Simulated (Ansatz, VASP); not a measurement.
**CoSi2 (mix) in VASP and in Ansatz**

INCAR

```
SYSTEM = CoSi2
  PREC = Accurate
  ENCUT = 600
  EDIFF = 1E-7
  ISMEAR = 0
  SIGMA = 0.1
  LREAL = .FALSE.
  LASPH = .TRUE.
  NELM = 100
  ALGO = Fast
  ISIF = 3
  LWAVE = .FALSE.
  LCHARG = .FALSE.
  GGA = PE
  IBRION = 2
  NSW = 100
  EDIFFG = -0.002
```

File KPOINTS:

```
regular mesh
0
G
  14 14 14
  0 0 0
```

Contents of POSCAR:

```
CoSi2
1.0
    0.0000000000      2.6780000000      2.6780000000
    2.6780000000      0.0000000000      2.6780000000
    2.6780000000      2.6780000000      0.0000000000
Co Si
1 2
Direct
    0.0000000000      0.0000000000      0.0000000000
    0.2500000000      0.2500000000      0.2500000000
    0.7500000000      0.7500000000      0.7500000000
```

Input for Ansatz:

```yaml
crystal:
  lattice:
    - [0.0, 2.678, 2.678]
    - [2.678, 0.0, 2.678]
    - [2.678, 2.678, 0.0]
  atoms:
    - { symbol: Co, position: [0.0, 0.0, 0.0] }
    - { symbol: Si, position: [0.25, 0.25, 0.25] }
    - { symbol: Si, position: [0.75, 0.75, 0.75] }
basis:
  ecutwfc: 420
kpoints:
  mp_grid: { grid: [14, 14, 14] }
hamiltonian:
  xc: pbe
scf:
  occupations: { method: gaussian, width: 0.1 }
  mixing: { beta: 0.2 }
  n_extra_bands: 16
output:
  forces: true
  stress: true
  eigenvalues: true
relax:
  adjacent_minimum: "off"
  f_tol: 0.002
  max_steps: 80
  cell: { stress_tol: 0.02 }
```

Alike in both runs: task relaxation of cell and atoms; functional PBE; k mesh 14 × 14 × 14; occupations gaussian, width 0.1 eV; no spin polarisation.

|  | VASP | Ansatz |
| --- | --- | --- |
| version | VASP 6.6.1 | Ansatz 0.2.0 |
| potentials or method | VASP PAW PBE potentials, release 64 (Co, Si) | scalar-relativistic, plane waves, PAW |
| plane-wave cutoff (eV) | 600 | 420 |
| valence electrons in the cell | 17 | 25 |

VASP gave:

- gap on the k mesh at the Fermi level, each at its own relaxed structure (eV): none
- relaxed volume (Å³/atom): 12.82
- relaxed cell length with the largest relative difference (Å): 3.789

**Question.** What did Ansatz give for the same quantities?

**Answer.** gap on the k mesh at the Fermi level, each at its own relaxed structure (eV): none; relaxed volume (Å³/atom): 12.83; relaxed cell length with the largest relative difference (Å): 3.790.

A gap of «none» marks a metal or a gap that the smearing closes. The two sets of potentials don't hold the same shells in valence.

Spin polarisation is off, so any magnetic state and its effect on volume and gap are missing.
